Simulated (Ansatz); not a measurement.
MnSb:

```
CELL_PARAMETERS angstrom
0.00000 2.79502 2.79502
2.79502 0.00000 2.79502
2.79502 2.79502 0.00000
ATOMIC_POSITIONS crystal
Sb 0.50000 0.50000 0.50000
Mn 0.00000 0.00000 0.00000
```

The cell comes from a database or a generator and needn't be the stable form of this composition.

```yaml
Program: Ansatz 0.2.0
Task: single point
Functional: PBE
Potentials_or_basis: Ansatz PAW
Cutoff: "420 eV (not typed: the program's choice for these potentials)"
k_mesh: 8 × 8 × 8
Occupations: fermi-dirac, width 0.05 eV
Spin: collinear spin, ferromagnetic start
Starting_moments: "[0.0, 4.0] μB"
```

On this cell: pressure -0.4 GPa; largest force zero by symmetry; net moment 3.85 μB per cell; site moments Sb -0.10; Mn +3.81 μB; band gap on the k mesh none (metal or under the smearing width).

The same run follows on a disturbed copy (atoms moved at random, drawn with an rms of 0.05 Å):

```
CELL_PARAMETERS angstrom
0.00000 2.79502 2.79502
2.79502 0.00000 2.79502
2.79502 2.79502 0.00000
ATOMIC_POSITIONS crystal
Sb 0.51672 0.49187 0.49484
Mn 0.98984 0.01443 0.99744
```

Task: What does the disturbed cell give?

Result: The energy (extrapolated to zero smearing) moves by +10.2 meV/atom; pressure -0.1 GPa; largest force 0.418 eV/Å; net moment 3.84 μB per cell; site moments Sb -0.09; Mn +3.77 μB; band gap on the k mesh none (metal or under the smearing width).

Forces in eV/Å, atoms in the order of the input:
```
Sb   0.299 -0.288 -0.050
Mn  -0.299  0.288  0.050
```

Stress tensor (GPa, compression positive):
```
 0.08  0.14  0.02
 0.14  0.05 -0.02
 0.02 -0.02 -0.43
```

Caveats: a cell with one magnetic atom can't hold antiferromagnetic order, which such compounds often take.
